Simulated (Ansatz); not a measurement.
Something may be wrong with this Ansatz 0.2.0 calculation of Al.

The input input.yaml:

```yaml
crystal:
  lattice:
    - [0.0, 2.024805, 2.024805]
    - [2.024805, 0.0, 2.024805]
    - [2.024805, 2.024805, 0.0]
  atoms:
    - { symbol: Al, position: [0.0, 0.0, 0.0] }
hamiltonian:
  xc: hse06
  pseudopotentials: { kind: paw, xc_functional: lda, accuracy: standard }
kpoints:
  mp_grid: { grid: [8, 7, 9] }
scf:
  occupations: { method: gaussian, width: 0.02 }
  n_extra_bands: 6
  max_iter: 50
output:
  forces: true
  stress: true
  eigenvalues: true
  dos: { projected: true, de: 0.05 }
```

Potentials or basis: JTH PAW LDA.

Run with:

```console
$ ansatz run input.yaml --threads 1 --pin off --max-ram 2560MiB --backend cpu --events-out ev --progress --plain --runs-dir out
```

Output:

```text
Warning: the checks of this Al dataset prove no rule for summing its radial tables, as where they were carried onto another mesh than they were made on, and Gregory's rule is taken, under which a leading mesh point left out moves its sums only by what lay on the interval it spanned. That does not make them correct, and they differ from Quantum ESPRESSO's on this file; a re-export a fraction of a mesh step off can move them. hamiltonian.pseudopotentials.radial_quadrature: simpson_from_first_knot sums it by `pw.x`'s rule; on a PAW file no value gives `pw.x`'s numbers. What more to know: hamiltonian.pseudopotentials.radial_quadrature, in the input reference
Warning: crystal.symmetry: narrowed to the stabiliser of the k-point mesh — unitary ops 48 → 2; excluded 46 operations that carry a point of the 8×7×9 mesh (shift [0, 0, 0]) off the mesh (the run samples exactly the mesh kpoints.mp_grid names, as under crystal.symmetry.detect: false, and its converged state has the mesh's symmetry, not the crystal's; ε∞, the Born charges and the force constants of a linear response (`dielectric:` by the response, `phonons.method: dfpt`) are averaged over those of the crystal's operations that the state keeps within a tolerance, where `mesh_tensors`, `unaveraged_element` or `gamma_mean_max_change_ev_ang2` stands beside them; a row that `dielectric.field_direction` solves alone is averaged likewise, with nothing beside; a Γ-centred mesh of equal divisions is mapped onto itself by every operation and keeps the whole group, as does a half-shifted one under kpoints.further_shifts: images)
Warning: output.stress: scf.convergence.dr2_threshold = 1e-7 eV (the SCF's general default) is looser than the 1e-10 eV advised for a printed stress (1e-10 eV for each atom of the cell: 1). What an SCF threshold leaves in a stress goes as its square root, and in the free energy as the threshold itself, and one threshold admits the most on a small cell: of the crystals measured, under no hybrid functional and no lock of the moments, on runs that ended without the residual-converged pass, on stresses that held no estimate of that error, the worst erred by over 100 MPa in a component at 1e-7 eV an atom and by under 5 at 1e-10. Set scf.convergence.dr2_threshold to 1e-10 eV or tighter. The threshold is an SCF's pass mark: one that does not reach it within its budget of iterations ends unconverged, or closes short of it on a stop that the run arms, and scf.convergence.dr2_threshold's page says what that costs each kind of run
[... 87 lines left out ...]
        3.067092      -0.601669       1.255016
        1.816546       1.255016       0.132790
  P = ⅓ Tr σ = -1.8120 GPa (-18.120 kbar)
[... 6 lines left out ...]
```

Q: Diagnose the run.

A: The calculation finished and met its thresholds. The input holds a flaw that was put in on purpose: a mesh that breaks the symmetry (kpoints.mp_grid.grid = 8 × 7 × 9). The program doesn't stop on it, so the numbers can't be trusted though the run ends normally.
